How deep do the upper valence levels of Bi₂Te₂Se lie when the electron wave runs across the layers, along them, or at a slant? Pencil and paper give a fair answer if the question is put to the average of the four highest levels instead of to the highest one. This average lies about 0.6 eV below the valence top for waves that run straight along the stacking axis. It sinks by up to about 0.7 eV more as the wave turns into the layers. A formula with two constants follows it to about 0.1 eV.

Upper valence levels of Bi₂Te₂Se (R-3m, 5-atom cell, geometry as given), computed with Ansatz 0.2.0 using all-electron LAPW DFT and the BLYP functional, scalar-relativistic, without spin–orbit coupling or spin polarisation. Plane-wave cutoff 190.475 eV, 7×7×7 k mesh, Fermi–Dirac smearing 0.05 eV; energies are relative to the highest filled level on the mesh.

```csv
point a (reciprocal cell vector),point b (reciprocal cell vector),point c (reciprocal cell vector),level under 4 (eV),level under 3 (eV),level under 2 (eV),level under 1 (eV)
0.0000,0.0000,0.0000,-1.023,-0.613,-0.613,0.000
0.0000,0.0000,0.4286,-2.095,-1.420,-0.809,-0.528
0.0000,0.1429,-0.1429,-1.617,-0.689,-0.353,-0.346
0.0000,0.2857,0.2857,-1.627,-1.354,-0.889,-0.696
0.0000,0.2857,-0.2857,-2.309,-1.529,-1.113,-0.475
0.1429,0.1429,-0.2857,-2.049,-1.469,-0.874,-0.747
0.4286,0.4286,0.4286,-0.948,-0.715,-0.715,-0.487
```

The three columns *point a*, *point b* and *point c* give the wave vector as fractions of the three reciprocal cell vectors; below they are called a, b and c. The columns *level under 1* to *level under 4* hold the four highest filled levels at that point, from the top downwards. Energies are counted from the highest filled level found on the whole mesh, which is the top level at point 1.

**Point 1: the wave that is the same in every cell**

At point 1 all three fractions are zero, so each orbital has the same sign in every cell. The filled levels near the top should come mainly from p orbitals of tellurium and selenium, which draw electrons from bismuth; the table itself shows no orbital shares. Within a layer, each of these atoms has six neighbours of its own kind at 4.3 Å, the shortest in-plane repeat. What the p orbitals do towards these neighbours gives a first reason for the way the average runs; the bonds to bismuth, taken up under point 2, can add to it.

Picture a row of p orbitals that point along the row, all with the same sign. The positive lobe of one meets the negative lobe of the next, which is antibonding and raises the energy. The p orbitals that stand across the row meet side by side with equal signs, which is bonding and lowers it. Head-on overlap is much the stronger of the two and outweighs both sideways ones together, so the average of the three p levels should be highest at point 1. In the table the average of the upper four levels is indeed highest there.

When the wave vector moves away from zero, the sign pattern changes from cell to cell. Along the three in-plane repeats the wave gains the phases 2π(a − b), 2π(b − c) and 2π(c − a). Each pair of opposite neighbours then contributes in proportion to the cosine of its phase. It is handy to collect the three cosines in one number:

P = 3 − cos 2π(a − b) − cos 2π(b − c) − cos 2π(c − a)

P is zero when neighbours in the layer are in step, and it grows as they fall out of step. Its largest possible value is 4.5, reached when each cosine is −½. The average level should therefore fall in a straight line with P. A least-squares fit of such a line to the averages at the seven points gives, after rounding,

average of the four levels ≈ −0.6 eV − P × (1/6) eV

**Point 2: why the average obeys and a single level need not**

Point 2 has a large P of 3.8, and the rule puts the average at −1.23 eV, against −1.21 eV from the table. The four levels themselves are spread over more than 1.5 eV around this value. The rule thus finds the middle of the group, while no single level has to be near it.

The reason is a general property of coupled levels. When two levels interact, one is pushed up and the other down by the same amount, so their sum stays as it was. In this crystal the p orbitals of different atoms and directions interact in many ways, and each interaction shifts single levels. As long as all the levels that interact are counted, the sum keeps only the simple part: the energy of each orbital by itself and its overlap with its own copies in other cells. The nearest copies lie in the same layer, and their share is what P describes.

The condition is met only in part here. Three tellurium and selenium atoms with three p orbitals each make nine filled bands, and the average takes in the upper four. These four also exchange pushes with the five below them and with the empty p levels of bismuth above.

The push from bismuth should follow P as well. The three bismuth neighbours on one side of a tellurium atom are one in-plane repeat apart. When they are in step, the head-on and sideways overlaps with them partly cancel. When they fall out of step, the coupling grows and presses the filled levels down. The table cannot separate this share from the direct overlap within a layer, so the slope of 1/6 eV is a working constant and not the strength of one particular overlap.

**Point 3: the first worked estimate, and the worst**

At point 3 the fractions are 0, 1/7 and −1/7. The estimate takes three steps.

- The differences a − b, b − c and c − a are −1/7, 2/7 and −1/7.
- Their cosines are 0.62, −0.22 and 0.62, so P = 3 − 0.62 + 0.22 − 0.62 = 1.98.
- The average should be −0.6 − 1.98/6 = −0.93 eV.

The four levels in the table average −0.75 eV. The estimate is too deep by 0.18 eV, the largest miss of the seven, although this point took part in the fit. Three of the four levels crowd together within 0.7 eV of the valence top, and only the fourth lies far below. If the argument about sums holds, the other levels that take part, among them the five p levels further down and the empty ones of bismuth, should together lie deeper here than their own trend, to make up for this crowding. That is a guess which the levels in the table leave open.

**Point 4: a small step in P, a large step in energy**

Point 4 has a P of 2.4, only a little more than point 3. The rule accordingly lowers the average by less than 0.1 eV between the two, but the table lowers it by about 0.4 eV. One estimate is too deep and the next too shallow. The rule is therefore good for the broad fall from the axis to the edge of the zone and poor for the difference between two neighbouring values of P.

The same two points show how little the exact shape of the formula is settled. A parabola in the in-plane part of the wave vector, with two constants fitted to the same seven averages, has a root-mean-square error of 0.11 eV, against 0.10 eV for the cosines. The numbers support a fall away from the axis. The cosine form rests on the picture of overlapping orbitals, and it has the practical merit of repeating correctly from one zone to the next.

**Point 5: the second worked estimate, far out in the layer plane**

At point 5 the fractions are 0, 2/7 and −2/7, twice those of point 3.

- The differences are −2/7, 4/7 and −2/7.
- The cosines are −0.22, −0.90 and −0.22, so P = 3 + 0.22 + 0.90 + 0.22 ≈ 4.3.
- The average should be −0.6 − 4.3/6 = −1.32 eV.

The table gives −1.36 eV, the lowest average of the seven. This point was also part of the fit, so the agreement shows that the line describes it, not that it was foreseen. All three cosines are negative here: along every in-plane repeat, neighbours are more out of step than in step. The head-on overlaps that were antibonding at point 1 have on balance become bonding.

The highest level tells another story. At −0.475 eV it lies higher at point 5 than at point 2 or point 4, although P is larger. Whoever reads the depth of the valence edge from P would be misled here.

**Point 6: the same wave in the layer, another step between layers**

Point 6 makes a clean comparison with point 2. Their in-plane differences are equal apart from the sign, which a cosine ignores, so P is the same. What differs is the phase with which the wave steps from one layer to the next. The rule must give both points the same average, whatever its two constants are.

In the table the average shifts by only 0.07 eV between the two points, while the top level shifts by 0.22 eV. Three of the four levels lie lower at point 6, and the fourth lies slightly higher. That small rise cancels little. The average moves less mainly because the top level makes up only a quarter of it. The pair also shows what a formula in P alone has to miss: here roughly 0.2 eV in the top level, but much less in the average.

**Point 7: back on the axis**

At point 7 the three fractions are equal again, so P returns to zero, as at point 1. Neighbours within a layer are in step, while successive layers are now nearly opposite in sign. The top level drops by 0.49 eV from point 1 to point 7, and the average drops by 0.15 eV. The table also tells which way the p orbitals of the top level point. On the axis, the two p orbitals that lie in the layer are equivalent by the threefold symmetry and give pairs of equal levels, such as those at −0.613 eV at point 1 and −0.715 eV at point 7. The top level is single at both points, so its p orbitals point along the axis. There they can meet their counterparts across the gap between layers, which fits the strong response to the stacking phase.

The rule gives −0.6 eV at both points, which lies between the table's −0.56 and −0.72 eV. These shifts belong to the cell used here, which was taken as given and whose layers lie somewhat further apart than in the real crystal. The stacking effect depends directly on that spacing. So does the constant −0.6 eV, because all depths are counted from the top level at point 1. P itself depends only on the pattern within the layer.

**How far to trust the estimate**

Over the seven points the rounded rule has a root-mean-square error of 0.10 eV, where a single constant for all points would leave 0.29 eV. If each point in turn is left out of the fit and then predicted, the error rises to 0.13 eV, which is the fairer figure for a new point in this crystal. The same kind of line fitted to the top level alone leaves 0.18 eV, and 0.28 eV when points are left out in turn. The average and the top level vary over nearly the same range, so the comparison is a fair one.

The rule should not be used for band gaps or for the exact valence edge, because both hang on single levels. This matters doubly at point 1. The calculation leaves out spin–orbit coupling, which in the real material reorders the levels next to the gap at just this point. It also splits the pairs of equal levels on the axis and shifts the levels elsewhere. For single levels these shifts can be larger than the error of the rule. In the average they cancel in part, as far as both levels that are pushed apart are among the four. The valence top, from which all depths are counted, shifts as well. The constants −0.6 and 1/6 eV therefore describe this calculation, not a measured spectrum.

The way of thinking carries further than the constants. For filled bands made of all three p orbitals in a close-packed layer, the average should be highest where neighbours are in step. For bands made of s orbitals, which have no negative lobe, equal signs are bonding and the average should be lowest there. In both cases a shorter in-plane repeat means stronger overlap and a steeper change with P. Empty p bands need more care, because filled levels below can push them up as P grows. In the same calculation the lowest empty level, which the table does not list, is in fact lowest at point 1.
